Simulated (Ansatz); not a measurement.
**How V answers to pressure**

```cif
data_structure
_symmetry_space_group_name_H-M 'P 1'
_symmetry_Int_Tables_number 1
_cell_length_a 3.8657
_cell_length_b 3.8657
_cell_length_c 3.8657
_cell_angle_alpha 60.000
_cell_angle_beta 60.000
_cell_angle_gamma 60.000
_cell_volume 40.85
loop_
_atom_site_label
_atom_site_type_symbol
_atom_site_fract_x
_atom_site_fract_y
_atom_site_fract_z
_atom_site_occupancy
V1 V 0.00000 0.00000 0.00000 1
V2 V 0.25000 0.25000 0.25000 1
```

The runs use the primitive cell with vectors (0.000, 2.733, 2.733), (2.733, 0.000, 2.733), (2.733, 2.733, 0.000) Å, to which the k mesh refers.

The structure comes from a relaxation in the same program, started in the diamond type, and has space group Fd-3m. Whether it is a known phase or the ground state wasn't checked.

Other magnetic orders may lie lower; this is the state that the run reached.

Level of theory: Ansatz 0.2.0, DFT, PBE, all-electron LAPW, scalar-relativistic.

Settings: a Γ-centred 10×10×10 k mesh, Fermi–Dirac smearing of 0.08 eV, basis error target 1 meV/atom, spin-polarised from start moments V1 1.5, V2 1.5 μB.

The cell is scaled evenly with fractional coordinates held.

| V/V(cell) | P (GPa) | cell moment (μB) |
| --- | --- | --- |
| 0.9500 | 3.30 | 3.615 |
| 0.9750 | 1.57 | 3.684 |
| 1.0000 | -0.01 | 3.738 |
| 1.0250 | -1.44 | 3.782 |

Task: From the rows at 0.9750 and 1.0250, what is the bulk modulus at the cell's volume?

Result: B = −ΔP/Δln V = −[(-1.44) − (1.57)]/0.05001 = 60.2 GPa.

In a magnetic metal the moment, and with it the modulus, depend on the k mesh by some per cent, and the slopes vary along the table.

Task: How does the moment scale with volume?

Result: dln M/dln V = ln(3.782/3.684)/0.05001 = 0.5: expansion raises it.

Task: Predict the row at V/V(cell) = 1.0500. How far is a linear estimate of P off?

Result: P = -2.71 GPa, moment 3.820 μB. The linear estimate P(cell) − B ln(V/V(cell)) = -2.95 GPa misses by 0.24 GPa, since the modulus falls on expansion.
